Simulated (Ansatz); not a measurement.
# Phase order of La along its cold isotherm

All-electron LAPW in Ansatz 0.2.0 under PBE, scalar-relativistic, energies extrapolated to zero smearing. Each structure type was compressed from its own relaxed volume, symmetry kept and shape relaxed on PAW files, and E(V) was fitted to energies and pressures; H = E + pV has no temperature or zero-point term. Only these types were tried: omega (P6/mmm, 7×7×9 mesh, 37.19 Å³/atom at rest); bcc (Im-3m, 13×13×13 mesh, 37.82 Å³/atom at rest); dhcp (P6_3/mmc, 9×9×3 mesh, 37.22 Å³/atom at rest); hcp (P6_3/mmc, 13×13×7 mesh, 37.68 Å³/atom at rest). Spin polarisation is left out. Spin–orbit coupling is left out; Fermi–Dirac smearing is 0.05 to 0.1 eV. Enthalpies carry a few meV/atom of noise from meshes and fits.

(1) Which type is lowest at zero pressure, and what follows up to 89 GPa?

Results:

(1) Among the types tried, dhcp is lowest at zero pressure and stays so up to 89 GPa. Enthalpies against dhcp:

```csv
p (GPa),omega (meV/atom),bcc (meV/atom),dhcp (meV/atom),hcp (meV/atom)
0,31,125,0,26
2.7,32,137,0,34
7.1,34,156,0,35
13,44,179,0,37
27,86,216,0,43
44,131,257,0,44
67,174,318,0,38
84,197,362,0,32
```
